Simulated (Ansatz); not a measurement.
NiO:

```
Ni O
1.0
     0.00000    2.08590    2.08590
     2.08590    0.00000    2.08590
     2.08590    2.08590    0.00000
Ni O
1 1
Direct
  0.00000 0.00000 0.00000
  0.50000 0.50000 0.50000
```

| Property | Result |
| --- | --- |
| Program | Ansatz 0.2.0 |
| Task | relaxation of cell and atoms |
| Functional | PBEsol |
| Dispersion | D3(BJ) |
| Potentials or basis | Ansatz PAW |
| Cutoff | 420 eV (not typed: the program's choice for these potentials) |
| k mesh | 11 × 11 × 11 |
| Occupations | fermi-dirac, width 0.05 eV |
| Spin | collinear spin, ferromagnetic start |
| Starting moments | [1.0, 0.0] μB |

At the start: volume 9.08 Å³/atom.

Task: How do energy, volume and symmetry change on relaxing?

Result: It ends after 7 steps and the volume is 8.65 Å³/atom (-4.7 %); space group Fm-3m (No. 225, to 0.05 Å); moment 1.26 μB per cell.

Step by step:
```
step  energy change (eV)  largest force (eV/Å)  volume (Å³)
   1              0.0000                0.0000        18.15
   2             -0.0225                0.0000        17.72
   3             -0.0310                0.0000        17.30
   4             -0.0309                0.0000        17.31
   5             -0.0276                0.0000        17.31
   6             -0.0277                0.0000        17.29
   7             -0.0277                0.0000        17.29
```

Final structure:
```cif
data_structure
_symmetry_space_group_name_H-M 'P 1'
_symmetry_Int_Tables_number 1
_cell_length_a 2.9025
_cell_length_b 2.9025
_cell_length_c 2.9025
_cell_angle_alpha 60.000
_cell_angle_beta 60.000
_cell_angle_gamma 60.000
_cell_volume 17.29
loop_
_atom_site_label
_atom_site_type_symbol
_atom_site_fract_x
_atom_site_fract_y
_atom_site_fract_z
_atom_site_occupancy
Ni1 Ni 0.00000 0.00000 0.00000 1
O1 O 0.50000 0.50000 0.50000 1
```

Caveat: the plane-wave basis is chosen anew once the cell has moved, so the energies of steps on either side of that aren't comparable; the pressure holds a Pulay correction of +0.8 GPa for the finite cutoff; a cell with one magnetic atom can't hold antiferromagnetic order, which such compounds often take; the PAW data sets come from PBE, with cores solved anew for the run's functional, which leaves a small shift of forces and pressure.
